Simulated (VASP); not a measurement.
A run of VASP 6.6.1 is set up as follows.

The input INCAR:

```
SYSTEM = InP
  PREC = Accurate
  ENCUT = 600
  EDIFF = 1E-7
  ISMEAR = 0
  SIGMA = 0.03
  LREAL = .False.
  LASPH = .True.
  NELM = 80
  ALGO = Fast
  ISIF = 2
  LWAVE = .False.
  LCHARG = .False.
  GGA = PE
  IVDW = 12
  IBRION = 2
  NSW = 40
  EDIFFG = -0.01
```

Contents of KPOINTS:

```
regular mesh
0
Gamma
  8 8 8
  0 0 0
```

The input POSCAR:

```
InP                                     
1.0
    0.0000000000      2.8862321443      2.8862321443
    2.8862321443      0.0000000000      2.8862321443
    2.8862321443      2.8862321443      0.0000000000
  In              P             
     1     1
Direct
     0.0000000000000000    0.0000000000000000    0.0000000000000000
     0.2500000000000000    0.2500000000000000    0.2500000000000000
```

Potentials or basis: VASP PAW PBE potentials, release 64 (In_d, P).

The run is started by

```console
$ cat potpaw_PBE.64/In_d/POTCAR potpaw_PBE.64/P/POTCAR > POTCAR
$ mpirun -np 1 vasp_std > vasp.out
```

(1) What does it give for the dispersion energy per atom?

(2) What does it give for the band gap on the k mesh?

Results:

(1) -0.330 eV.

(2) 0.96 eV, direct.

Caveat: the relaxation stopped at its first step, so nothing moved; spin-orbit coupling is left out, which moves the levels of the heavy elements.
